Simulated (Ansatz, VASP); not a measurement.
**One calculation of CuI (Marshite), two programs**

```xyz
2
Lattice="0.0000 3.0083 3.0083 3.0083 0.0000 3.0083 3.0083 3.0083 0.0000" Properties=species:S:1:pos:R:3 pbc="T T T"
Cu    1.5042    1.5042    1.5042
I     0.0000    0.0000    0.0000
```

Alike in both runs: task single point; functional PBE; k mesh 8 × 8 × 8; occupations gaussian, width 0.02 eV; no spin polarisation.

|  | VASP | Ansatz |
| --- | --- | --- |
| version | VASP 6.6.1 | Ansatz 0.2.0 |
| potentials or method | VASP PAW PBE potentials, release 64 (Cu, I) | scalar-relativistic, plane waves, PAW |
| plane-wave cutoff (eV) | 520 | 420 |
| valence electrons in the cell | 18 | 36 |

Ansatz gave:

- gap on the k mesh at the Fermi level (eV): 1.18
- least direct gap on the mesh (eV): 1.18
- pressure (GPa): 1.3

Question: What did VASP give for the same quantities?

Answer: gap on the k mesh at the Fermi level (eV): 1.21; least direct gap on the mesh (eV): 1.21; pressure (GPa): 1.3.

The functional is the same, so the differences come from potentials, cutoffs and numerics. The two sets of potentials don't hold the same shells in valence.

Caveats: spin-orbit coupling is left out, which moves the levels of the heavy elements. As with any semilocal functional, this PBE gap is likely too small.
